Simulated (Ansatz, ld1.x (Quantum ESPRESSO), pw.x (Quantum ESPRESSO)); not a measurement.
pw.x on fcc Se: one setting changed

Potential: PAW, ld1.x (Quantum ESPRESSO) 7.5, PBE; core [Ar] 3d10, reference 4s2 4p4; waves: 4s (bound): rcut 1.45, rcutus 1.60 bohr; 4s channel at -0.85 Ry: rcut 1.45, rcutus 1.60 bohr; 4p (bound): rcut 1.60, rcutus 1.90 bohr; 4p channel at 0.45 Ry: rcut 1.60, rcutus 1.90 bohr; 4d channel at -0.15 Ry: rcut 1.50, rcutus 2.05 bohr; 4d channel at 2.5 Ry: rcut 1.50, rcutus 2.05 bohr; local part: all-electron potential smoothed inside 1.60 bohr (lloc = -1); core correction: a·sin(br)/r model core inside 1.26 bohr; augmentation: PSQ, inside the norm-conserving radii.

The reference run (k-mesh 13³, cutoffs 40/320 Ry, Fermi–Dirac 0.01 Ry, mixing_beta 0.4, conv_thr 1e-9, no spin) gives 0.26 GPa at 20.415 Å³/atom, where all-electron LAPW gives 0.17 GPa. This run, with its own iteration cap, changes nspin = 2 with starting_magnetization to -0.3.

```
&control
  calculation='scf', prefix='x', pseudo_dir='./', outdir='./tmp', tstress=.true., disk_io='none'
/
&system
  ibrav=0, nat=1, ntyp=1, ecutwfc=40, ecutrho=320, nbnd=10,
  occupations='smearing', smearing='fd', degauss=0.01, nspin=2, starting_magnetization(1)=-0.3
/
&electrons
  conv_thr=1e-09, mixing_beta=0.4, electron_maxstep=60
/
ATOMIC_SPECIES
Se 1.0 Se.UPF
CELL_PARAMETERS angstrom
  0.00000000 2.16923430 2.16923430
  2.16923430 0.00000000 2.16923430
  2.16923430 2.16923430 0.00000000
ATOMIC_POSITIONS crystal
Se 0.0000 0.0000 0.0000
K_POINTS automatic
13 13 13 0 0 0
```

```bash
pw.x < Se.scf.in > Se.scf.out
```

Question: How does the run end?

Answer: It converges in 9 iterations; the free energy moves by +0.2 meV/atom and the pressure by -0.01 GPa. The result is that of the reference run.

```
Message from routine setup:
     using ibrav=0 with symmetry is DISCOURAGED, use correct ibrav instead
     lattice parameter (alat)  =       5.7972  a.u.
     unit-cell volume          =     137.7672 (a.u.)^3
     number of electrons       =         6.00
     number of Kohn-Sham states=           10
     kinetic-energy cutoff     =      40.0000  Ry
     charge density cutoff     =     320.0000  Ry
     scf convergence threshold =      1.0E-09
     Exchange-correlation= SLA  PW   PBX  PBC
     atomic species   magnetization
     number of k points=    84  Fermi-Dirac smearing, width (Ry)=  0.0100
     iteration #  1     ecut=    40.00 Ry     beta= 0.40
     total energy              =    -189.25584967 Ry
     estimated scf accuracy    <       0.00526567 Ry
     total magnetization       =    -0.66 Bohr mag/cell
     absolute magnetization    =     0.66 Bohr mag/cell
     iteration #  2     ecut=    40.00 Ry     beta= 0.40
     total energy              =    -189.26565051 Ry
     estimated scf accuracy    <       0.00274850 Ry
     total magnetization       =    -0.50 Bohr mag/cell
     absolute magnetization    =     0.50 Bohr mag/cell
     iteration #  3     ecut=    40.00 Ry     beta= 0.40
     total energy              =    -189.27289041 Ry
     estimated scf accuracy    <       0.00012138 Ry
     total magnetization       =    -0.08 Bohr mag/cell
     absolute magnetization    =     0.08 Bohr mag/cell
     [... 3 iterations left out ...]
     iteration #  7     ecut=    40.00 Ry     beta= 0.40
     total energy              =    -189.27356234 Ry
     estimated scf accuracy    <       0.00000010 Ry
     total magnetization       =    -0.00 Bohr mag/cell
     absolute magnetization    =     0.00 Bohr mag/cell
     iteration #  8     ecut=    40.00 Ry     beta= 0.40
     total energy              =    -189.27356243 Ry
     estimated scf accuracy    <          3.1E-09 Ry
     total magnetization       =    -0.00 Bohr mag/cell
     absolute magnetization    =     0.00 Bohr mag/cell
     iteration #  9     ecut=    40.00 Ry     beta= 0.40
     the Fermi energy is     8.2006 ev
!    total energy              =    -189.27356243 Ry
     estimated scf accuracy    <          6.0E-10 Ry
     smearing contrib. (-TS)   =      -0.00403967 Ry
     The total energy is F=E-TS. E is the sum of the following terms:
     one-electron contribution =       5.86964925 Ry
     hartree contribution      =       0.79582918 Ry
     xc contribution           =      -8.39265923 Ry
     ewald contribution        =     -20.13230265 Ry
     one-center paw contrib.   =    -167.41003931 Ry
     total magnetization       =    -0.00 Bohr mag/cell
     absolute magnetization    =     0.00 Bohr mag/cell
     convergence has been achieved in   9 iterations
          total   stress  (Ry/bohr**3)                   (kbar)     P=        2.52
     Message from routine punch:
     Nothing written, as per user request (disk_io='none')
```

The run took about 17 s on one core of a shared host (Neoverse-V2, 32 threads, 247 GiB, load 31).
